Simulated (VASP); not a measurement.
**Al2O3 (Corundum): how cutoff and mesh change the relaxed cell**

How far does the relaxed cell of Al2O3 (Corundum) depend on cutoff and k mesh? The starting structure is a measured crystal structure from the Crystallography Open Database. The first relaxation on each setting starts from this cell expanded by 3 % in volume.

Calculated with VASP 6.6.1; Kohn-Sham DFT with plane waves and PAW; PBEsol.

**1. The structure**

The structure is trigonal, space group R-3c (No. 167). The conventional cell has a = 4.759 Å, b = 4.759 Å, c = 12.996 Å, α = 90.00°, β = 90.00°, γ = 120.00°. Al has 6 O at 1.88 to 1.93 Å nearest. O has 4 Al at 1.88 to 1.93 Å nearest. Farther neighbours and most contacts between anions are not listed.

As a file:

```xyz
10
Lattice="2.3795 1.3738 4.3322 -2.3795 1.3738 4.3322 0.0000 -2.7476 4.3322" Properties=species:S:1:pos:R:3 pbc="T T T"
Al    0.0000    0.0000    1.9495
Al    0.0000    0.0000    4.5488
Al    0.0000    0.0000   11.0470
Al    0.0000    0.0000    8.4477
O     1.6656    0.1374    7.5813
O    -0.9518    1.3738    7.5813
O    -0.7138   -1.5112    7.5813
O    -1.6656   -0.1374    5.4152
O     0.9518   -1.3738    5.4152
O     0.7138    1.5112    5.4152
```

**2. Reference relaxation**

This run starts from the cell of an earlier relaxation, which isn't shown; the restart sets up the plane waves anew.

Contents of INCAR:

```
SYSTEM = Al2O3
PREC = Accurate
ENCUT = 520
EDIFF = 1E-06
NELM = 100
ISMEAR = 0
SIGMA = 0.03
LREAL = .FALSE.
ALGO = Normal
GGA = PS
NBANDS = 34
LORBIT = 11
LWAVE = .FALSE.
LCHARG = .FALSE.
KPAR = 16
IBRION = 2
NSW = 50
ISIF = 3
EDIFFG = -0.006
```

Contents of POSCAR:

```
Al2O3
1.0
    2.3874690102      1.3784058758      4.3378936979
   -2.3874690102      1.3784058758      4.3378936979
    0.0000000000     -2.7568117514      4.3378936979
Al O
4 6
Direct
    0.1479092225      0.1479092225      0.1479092225
    0.3520907775      0.3520907775      0.3520907775
    0.8520907775      0.8520907775      0.8520907775
    0.6479092225      0.6479092225      0.6479092225
    0.9442101017      0.2500000000      0.5557898983
    0.5557898983      0.9442101017      0.2500000000
    0.2500000000      0.5557898983      0.9442101017
    0.0557898983      0.7500000000      0.4442101017
    0.4442101017      0.0557898983      0.7500000000
    0.7500000000      0.4442101017      0.0557898983
```

Contents of KPOINTS:

```
Automatic mesh
0
Gamma
6 6 6
0 0 0
```

The projector-augmented-wave data sets are Al and O (PBE family, release 64).

Run with:

```console
$ mpirun -np 16 vasp_std
```

The program printed:

```text
[banner, memory and clock lines left out]
running   16 mpi-ranks, on    1 nodes
 distrk:  each k-point on    1 cores,   16 groups
 distr:  one band on    1 cores,    1 groups

 POSCAR found type information on POSCAR AlO
 POSCAR found :  2 types and      10 ions
|                                                                             |
|           W    W    AA    RRRRR   N    N  II  N    N   GGGG   !!!           |
|           W    W   A  A   R    R  NN   N  II  NN   N  G    G  !!!           |
|           W    W  A    A  R    R  N N  N  II  N N  N  G       !!!           |
|           W WW W  AAAAAA  RRRRR   N  N N  II  N  N N  G  GGG   !            |
|           WW  WW  A    A  R   R   N   NN  II  N   NN  G    G                |
|           W    W  A    A  R    R  N    N  II  N    N   GGGG   !!!           |
|                                                                             |
|     For optimal performance we recommend to set                             |
|       NCORE = 2 up to number-of-cores-per-socket                            |
|     NCORE specifies how many cores store one orbital (NPAR=cpu/NCORE).      |
|     This setting can greatly improve the performance of VASP for DFT.       |
|     The default, NCORE=1 might be grossly inefficient on modern             |
|     multi-core architectures or massively parallel machines. Do your        |
|     Unfortunately you need to use the default for GW and RPA                |
|     calculations (for HF NCORE is supported but not extensively tested      |
|     yet).                                                                   |
|                                                                             |

|                                                                             |
|               ----> ADVICE to this user running VASP <----                  |
|                                                                             |
|     You enforced a specific xc type in the INCAR file but a different       |
|     [... a line on the potential file left out ...]
|     I HOPE YOU KNOW WHAT YOU ARE DOING!                                     |
|                                                                             |

 LDA part: xc-table for (Slater+PW92), standard interpolation
 POSCAR, INCAR and KPOINTS ok, starting setup
 FFT: planning ... GRIDC
 FFT: planning ... GRID_SOFT
 FFT: planning ... GRID
 WAVECAR not read
 entering main loop
       N       E                     dE             d eps       ncg     rms          rms(c)
DAV:   1     0.225298195928E+03    0.22530E+03   -0.25522E+04  2184   0.135E+03
DAV:   2    -0.730659386161E+02   -0.29836E+03   -0.28673E+03  2826   0.290E+02
DAV:   3    -0.858051602696E+02   -0.12739E+02   -0.12693E+02  2790   0.615E+01
DAV:   4    -0.859050819182E+02   -0.99922E-01   -0.99862E-01  2688   0.629E+00
DAV:   5    -0.859062743522E+02   -0.11924E-02   -0.11922E-02  2756   0.685E-01    0.165E+01
DAV:   6    -0.787301730715E+02    0.71761E+01   -0.25945E+01  2650   0.270E+01    0.599E+00
DAV:   7    -0.786937731932E+02    0.36400E-01   -0.76311E-01  2616   0.430E+00    0.322E+00
DAV:   8    -0.786643055451E+02    0.29468E-01   -0.76137E-02  2650   0.216E+00    0.625E-01
DAV:   9    -0.786634231136E+02    0.88243E-03   -0.17365E-02  2776   0.688E-01    0.321E-01
DAV:  10    -0.786636986925E+02   -0.27558E-03   -0.49221E-04  2516   0.136E-01    0.680E-02
DAV:  11    -0.786636674117E+02    0.31281E-04   -0.25658E-04  2686   0.903E-02    0.250E-02
DAV:  12    -0.786636687280E+02   -0.13163E-05   -0.11882E-05  2638   0.213E-02    0.616E-03
DAV:  13    -0.786636679325E+02    0.79551E-06   -0.34727E-06  2428   0.103E-02
   1 F= -.78663668E+02 E0= -.78663668E+02  d E =-.786637E+02
 curvature:   0.00 expect dE= 0.000E+00 dE for cont linesearch  0.000E+00
 trial: gam= 0.00000 g(F)=  0.352E-06 g(S)=  0.409E-05 ort = 0.000E+00 (trialstep = 0.100E+01)
 search vector abs. value=  0.445E-05
 reached required accuracy - stopping structural energy minimisation
```

It took 17 s on 16 MPI ranks of AMD EPYC 7R43, shared host; peak memory 4.1 GiB.

The logs omit lines about the potential files and the build; timing stands in the text.

OUTCAR, selected parts (step 2):

```text
ion  position               nearest neighbor table
   1  0.148  0.148  0.148-  10 1.86   9 1.86   8 1.86   5 1.97   6 1.97   7 1.97   2 2.66   3 2.80
                             3 2.80   3 2.80   2 3.23   2 3.23   2 3.23
   2  0.352  0.352  0.352-   8 1.86   9 1.86  10 1.86   7 1.97   6 1.97   5 1.97   1 2.66   4 2.80
                             4 2.80   4 2.80   1 3.23   1 3.23   1 3.23
   3  0.852  0.852  0.852-   7 1.86   6 1.86   5 1.86   8 1.97   9 1.97  10 1.97   4 2.66   1 2.80
                             1 2.80   1 2.80   4 3.23   4 3.23   4 3.23
   4  0.648  0.648  0.648-   5 1.86   6 1.86   7 1.86  10 1.97   9 1.97   8 1.97   3 2.66   2 2.80
                             2 2.80   2 2.80   3 3.23   3 3.23   3 3.23
   5  0.944  0.250  0.556-   4 1.86   3 1.86   1 1.97   2 1.97
   6  0.556  0.944  0.250-   3 1.86   4 1.86   1 1.97   2 1.97
   7  0.250  0.556  0.944-   3 1.86   4 1.86   2 1.97   1 1.97
   8  0.056  0.750  0.444-   2 1.86   1 1.86   3 1.97   4 1.97
   9  0.444  0.056  0.750-   1 1.86   2 1.86   3 1.97   4 1.97
  10  0.750  0.444  0.056-   1 1.86   2 1.86   4 1.97   3 1.97

  LATTYP: Found a trigonal (rhomboedric) cell.
 ALAT       =     5.1397794473
 COS(alpha) =     0.5684645134

 Subroutine GETGRP returns: Found 12 space group operations
 (whereof  6 operations were pure point group operations)

The static configuration has the point symmetry S_6 .
 The point group associated with its full space group is D_3d.

 Found     32 irreducible k-points:

   k-points           NKPTS =     32   k-points in BZ     NKDIM =     32   number of bands    NBANDS=     34

   dimension x,y,z NGX =    40 NGY =   40 NGZ =   40
   dimension x,y,z NGXF=    80 NGYF=   80 NGZF=   80

   ENCUT  =  520.0 eV  38.22 Ry    6.18 a.u.   9.56  9.56  9.56*2*pi/ulx,y,z

   NELECT =      48.0000    total number of electrons

 k-points in reciprocal lattice and weights: Automatic mesh
   0.00000000  0.00000000  0.00000000       0.005
   0.16666667  0.00000000 -0.00000000       0.028
   0.33333333  0.00000000  0.00000000       0.028
   0.50000000  0.00000000  0.00000000       0.014
   0.16666667  0.16666667 -0.00000000       0.028
   0.33333333  0.16666667  0.00000000       0.056
   0.50000000  0.16666667 -0.00000000       0.056
  -0.33333333  0.16666667  0.00000000       0.056
  -0.16666667  0.16666667  0.00000000       0.028
[...]
-0.33333333  0.50000000  0.33333333       0.028
   0.50000000  0.50000000  0.50000000       0.005

 average (electrostatic) potential at core
       1 -71.2255       2 -71.2255       3 -71.2255       4 -71.2255       5 -67.1011
       6 -67.1011       7 -67.1011       8 -67.1011       9 -67.1011      10 -67.1011

 E-fermi :   6.1011

 k-point     1 :       0.0000    0.0000    0.0000
  band No.  band energies     occupation
    ...
     20       5.4512      2.00000
     21       5.4512      2.00000
     22       5.9074      2.00000
     23       5.9074      2.00000
     24       5.9476      2.00000
     25      11.9801      0.00000
     26      14.8474      0.00000
     27      16.5345      0.00000
     28      17.2882      0.00000
     29      17.2882      0.00000
    ...

 k-point     2 :       0.1667    0.0000   -0.0000
  band No.  band energies     occupation
    ...
     20       5.0694      2.00000
     21       5.2588      2.00000
     22       5.6021      2.00000
     23       5.8686      2.00000
     24       5.8992      2.00000
     25      12.6152      0.00000
     26      15.3576      0.00000
     27      16.0964      0.00000
     28      16.9120      0.00000
     29      17.0130      0.00000
    ...

 k-point     3 :       0.3333    0.0000    0.0000
  band No.  band energies     occupation
    ...
     20       4.5957      2.00000
     21       5.0976      2.00000
     22       5.4028      2.00000
     23       5.7219      2.00000
     24       5.7656      2.00000
     25      13.9276      0.00000
     26      15.5719      0.00000
     27      15.8802      0.00000
     28      16.2764      0.00000
     29      16.6318      0.00000
    ...

  Total       -0.0191097     -0.0191097     -0.0108796      0.0000000     -0.0000000      0.0000000
  in kB       -0.3574529     -0.3574529     -0.2035070      0.0000000     -0.0000000      0.0000000
  external PRESSURE =      -0.3061376 kB  Pullay stress =       0.0000000 kB

  energy-cutoff  :      520.00
  volume of cell :       85.65
      direct lattice vectors                 reciprocal lattice vectors
     2.387469010  1.378405876  4.337893698     0.209426802  0.120912621  0.076842209
    -2.387469010  1.378405876  4.337893698    -0.209426802  0.120912621  0.076842209
     0.000000000 -2.756811751  4.337893698     0.000000000 -0.241825241  0.076842209

 POSITION                                       TOTAL-FORCE (eV/Angst)
 -----------------------------------------------------------------------------------
      0.00000      0.00000      1.92484        -0.000000     -0.000000     -0.000308
      0.00000      0.00000      4.58200        -0.000000      0.000000      0.000308
      0.00000      0.00000     11.08884        -0.000000      0.000000      0.000308
      0.00000      0.00000      8.43168        -0.000000     -0.000000     -0.000308
      1.65741      0.11390      7.59131        -0.000537     -0.000929     -0.000000
     -0.92734      1.37841      7.59131         0.001073      0.000000      0.000000
     -0.73006     -1.49230      7.59131        -0.000537      0.000929     -0.000000
     -1.65741     -0.11390      5.42237         0.000537      0.000929     -0.000000
      0.92734     -1.37841      5.42237        -0.001073      0.000000     -0.000000
      0.73006      1.49230      5.42237         0.000537     -0.000929     -0.000000
 -----------------------------------------------------------------------------------
    total drift:                                0.000000      0.000000      0.000000

  FREE ENERGIE OF THE ION-ELECTRON SYSTEM (eV)
  ---------------------------------------------------
  free  energy   TOTEN  =       -78.6636679325 eV

  energy  without entropy=      -78.6636679325  energy(sigma->0) =      -78.66366793

 reached required accuracy - stopping structural energy minimisation

 total charge
# of ion       s       p       d       tot
------------------------------------------
    1        0.312   0.402   0.000   0.714
    2        0.312   0.402   0.000   0.714
    3        0.312   0.402   0.000   0.714
    4        0.312   0.402   0.000   0.714
    5        1.542   3.621   0.000   5.164
    6        1.542   3.621   0.000   5.164
    7        1.542   3.621   0.000   5.164
    8        1.542   3.621   0.000   5.164
    9        1.542   3.621   0.000   5.164
   10        1.542   3.621   0.000   5.164
--------------------------------------------------
tot         10.503  23.334   0.000  33.837

[... 3 further parts left out ...]
```

CONTCAR:

```
Al2O3
   1.00000000000000
     2.3874690101999998    1.3784058758000000    4.3378936979000002
    -2.3874690101999998    1.3784058758000000    4.3378936979000002
     0.0000000000000000   -2.7568117513999999    4.3378936979000002
  Al              O
     4     6
Direct
     0.1479092224999974    0.1479092224999974    0.1479092224999974
     0.3520907775000026    0.3520907775000026    0.3520907775000026
     0.8520907775000026    0.8520907775000026    0.8520907775000026
     0.6479092224999974    0.6479092224999974    0.6479092224999974
     0.9442101017000013    0.2500000000000000    0.5557898982999987
     0.5557898982999987    0.9442101017000013    0.2500000000000000
     0.2500000000000000    0.5557898982999987    0.9442101017000013
     0.0557898982999987    0.7500000000000000    0.4442101017000013
     0.4442101017000013    0.0557898982999987    0.7500000000000000
     0.7500000000000000    0.4442101017000013    0.0557898982999987
```

The PAW data sets were made with PBE, which is usual practice but a small mismatch for other functionals. The run keeps the 12 symmetry operations of its start, so it cannot find a distortion of lower symmetry.

The reference relaxation ends at 8.565 Å³ an atom.

**3. Relaxation with a cutoff of 400 eV**

Against step 2 the input has ENCUT = 400. This run starts from the cell of an earlier relaxation, which isn't shown; the restart sets up the plane waves anew.

Changes to INCAR since step 2:

```diff
@@ -2,3 +2,3 @@
 PREC = Accurate
-ENCUT = 520
+ENCUT = 400
 EDIFF = 1E-06
```

Contents of POSCAR:

```
Al2O3
1.0
    2.3715256000      1.3692009436      4.3089282901
   -2.3715256000      1.3692009436      4.3089282901
    0.0000000000     -2.7384018870      4.3089282901
Al O
4 6
Direct
    0.1479995381      0.1479995381      0.1479995381
    0.3520004619      0.3520004619      0.3520004619
    0.8520004619      0.8520004619      0.8520004619
    0.6479995381      0.6479995381      0.6479995381
    0.9438293567      0.2500000000      0.5561706433
    0.5561706433      0.9438293567      0.2500000000
    0.2500000000      0.5561706433      0.9438293567
    0.0561706433      0.7500000000      0.4438293567
    0.4438293567      0.0561706433      0.7500000000
    0.7500000000      0.4438293567      0.0561706433
```

KPOINTS is that of step 2.

Run with:

```console
$ mpirun -np 16 vasp_std
```

The program printed:

```text
[banner, memory and clock lines left out]
running   16 mpi-ranks, on    1 nodes
[...]
[... a notice as in an earlier step ...]

 [... a notice as in an earlier step ...]

 LDA part: xc-table for (Slater+PW92), standard interpolation
 POSCAR, INCAR and KPOINTS ok, starting setup
[...]
entering main loop
       N       E                     dE             d eps       ncg     rms          rms(c)
DAV:   1     0.187280985066E+03    0.18728E+03   -0.21844E+04  2176   0.109E+03
DAV:   2    -0.756507367640E+02   -0.26293E+03   -0.25525E+03  2760   0.264E+02
DAV:   3    -0.858314898746E+02   -0.10181E+02   -0.10151E+02  2800   0.546E+01
DAV:   4    -0.859027949394E+02   -0.71305E-01   -0.71272E-01  2704   0.523E+00
[...]
DAV:  11    -0.787628136163E+02    0.24476E-04   -0.22930E-04  2686   0.841E-02    0.231E-02
DAV:  12    -0.787628144784E+02   -0.86212E-06   -0.10755E-05  2694   0.197E-02    0.546E-03
DAV:  13    -0.787628138330E+02    0.64534E-06   -0.26533E-06  2044   0.892E-03
[...]
DAV:   6    -0.787608250913E+02   -0.21811E-05   -0.11934E-06  1630   0.665E-03    0.466E-04
DAV:   7    -0.787608250631E+02    0.28133E-07   -0.87323E-08  1284   0.186E-03
   2 F= -.78760825E+02 E0= -.78760825E+02  d E =0.198877E-02
 trial-energy change:    0.001989  1 .order    0.002031   -0.011790    0.015852
 step:   0.4288(harm=  0.4265)  dis= 0.00014  next Energy=   -78.765345 (dE=-0.253E-02)
[...]
N       E                     dE             d eps       ncg     rms          rms(c)
DAV:   1    -0.787794063255E+02   -0.18581E-01   -0.28800E-01  2564   0.351E+00    0.885E-01
DAV:   2    -0.787656249808E+02    0.13781E-01   -0.51371E-02  2536   0.126E+00    0.137E-01
DAV:   3    -0.787654507256E+02    0.17426E-03   -0.13223E-03  2558   0.200E-01    0.524E-02
DAV:   4    -0.787653634626E+02    0.87263E-04   -0.10035E-04  2630   0.632E-02    0.182E-02
DAV:   5    -0.787653576031E+02    0.58595E-05   -0.16565E-05  2742   0.221E-02    0.351E-03
DAV:   6    -0.787653563872E+02    0.12159E-05   -0.36731E-07  1342   0.371E-03    0.294E-04
DAV:   7    -0.787653564123E+02   -0.25138E-07   -0.26432E-08  1224   0.103E-03
   3 F= -.78765356E+02 E0= -.78765356E+02  d E =-.254258E-02
[...]
reached required accuracy - stopping structural energy minimisation
```

Elapsed: 25 s, on 16 MPI ranks; peak memory 3.8 GiB.

Parts of OUTCAR (step 3):

```text
  Total        0.0315413      0.0315413     -0.0585835      0.0000000     -0.0000000      0.0000000
  in kB        0.6053505      0.6053505     -1.1243539      0.0000000     -0.0000000      0.0000000
  external PRESSURE =       0.0287824 kB  Pullay stress =       0.0000000 kB

 POSITION                                       TOTAL-FORCE (eV/Angst)
 -----------------------------------------------------------------------------------
      0.00000      0.00000      1.90931        -0.000000     -0.000000     -0.002661
      0.00000      0.00000      4.54154        -0.000000      0.000000      0.002661
      0.00000      0.00000     10.99240        -0.000000      0.000000      0.002661
      0.00000      0.00000      8.36016        -0.000000     -0.000000     -0.002661
      1.64244      0.11139      7.52600        -0.002213     -0.003833      0.000000
     -0.91769      1.36670      7.52600         0.004426     -0.000000     -0.000000
     -0.72475     -1.47809      7.52600        -0.002213      0.003833     -0.000000
     -1.64244     -0.11139      5.37571         0.002213      0.003833     -0.000000
      0.91769     -1.36670      5.37571        -0.004426     -0.000000     -0.000000
      0.72475      1.47809      5.37571         0.002213     -0.003833      0.000000
 -----------------------------------------------------------------------------------
    total drift:                                0.000000     -0.000000     -0.000000

  FREE ENERGIE OF THE ION-ELECTRON SYSTEM (eV)
  ---------------------------------------------------
  free  energy   TOTEN  =       -78.7653564123 eV

  energy  without entropy=      -78.7653564123  energy(sigma->0) =      -78.76535641

[... 2 parts as in an earlier step ...]

[... 2 further parts left out ...]
[key lines of the parts left out:]
E-fermi :   6.4053
```

With a cutoff of 400 eV the cell ends at 8.348 Å³ an atom, -2.54 % from the reference.

[end of part 1 of 2]

[Lines on the potential files, build, host, timing and source positions are cut from VASP's logs without a mark.]

[Logs are printed without paths, hosts, clocks, repeated set-up lines and the standing remarks that a program may print on its own settings, such as how far it seeks lower states.]

[Hosts, paths, dates, database ids (printed as entryN), source tags and the programs' standing remarks are cut or masked in the printed files.]
